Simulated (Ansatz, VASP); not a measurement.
**One calculation of MgF2, two programs**

INCAR

```
SYSTEM = MgF2
ALGO = Normal ; EDIFF = 1E-6
ENCUT = 520 ; GGA = CA
ISIF = 2 ; ISMEAR = 0
LASPH = .TRUE. ; LCHARG = .FALSE.
LREAL = .FALSE. ; LWAVE = .FALSE.
NBANDS = 25 ; NELM = 100
PREC = Accurate ; SIGMA = 0.02
```

File KPOINTS:

```
k-points
0
G
  6 6 8
  0 0 0
```

Contents of POSCAR:

```
MgF2
1.0
    4.4388510760      0.0000000000      0.0000000000
    0.0000000000      4.4388510760      0.0000000000
    0.0000000000      0.0000000000      2.8968322680
Mg F
2 4
Direct
    0.0000000000      0.0000000000      0.0000000000
    0.5000000000      0.5000000000      0.5000000000
    0.3028000000      0.3028000000      0.0000000000
    0.1972000000      0.8028000000      0.5000000000
    0.6972000000      0.6972000000      0.0000000000
    0.8028000000      0.1972000000      0.5000000000
```

Input for Ansatz:

```yaml
crystal:
  lattice:
    - [4.438851076, 0.0, 0.0]
    - [0.0, 4.438851076, 0.0]
    - [0.0, 0.0, 2.896832268]
  atoms:
    - { symbol: Mg, position: [0.0, 0.0, 0.0] }
    - { symbol: Mg, position: [0.5, 0.5, 0.5] }
    - { symbol: F, position: [0.3028, 0.3028, 0.0] }
    - { symbol: F, position: [0.1972, 0.8028, 0.5] }
    - { symbol: F, position: [0.6972, 0.6972, 0.0] }
    - { symbol: F, position: [0.8028, 0.1972, 0.5] }
basis:
  ecutwfc: 420
kpoints:
  mp_grid: { grid: [6, 6, 8] }
hamiltonian:
  xc: lda
scf:
  occupations: { method: gaussian, width: 0.02 }
output:
  forces: true
  stress: true
  eigenvalues: true
```

Alike in both runs: task single point; functional LDA; k mesh 6 × 6 × 8; occupations gaussian, width 0.02 eV; no spin polarisation.

|  | VASP | Ansatz |
| --- | --- | --- |
| version | VASP 6.6.1 | Ansatz 0.2.0 |
| potentials or method | VASP PAW LDA potentials, release 64 (Mg, F) | scalar-relativistic, plane waves, PAW |
| plane-wave cutoff (eV) | 520 | 420 |
| valence electrons in the cell | 32 | 48 |

Ansatz gave:

- gap on the k mesh at the Fermi level (eV): 7.79
- least direct gap on the mesh (eV): 7.79
- pressure (GPa): 12.8
- largest component of the traceless stress (GPa): 2.61
- rms of the force components (eV/Å): 0.097

**Question.** Which values does VASP return?

**Answer.** gap on the k mesh at the Fermi level (eV): 7.76; least direct gap on the mesh (eV): 7.76; pressure (GPa): 11.0; largest component of the traceless stress (GPa): 2.88; rms of the force components (eV/Å): 0.105.

Atom by atom the forces differ by 0.009 eV/Å (rms over components). The two sets of potentials don't hold the same shells in valence.

A k mesh can miss the band edges.
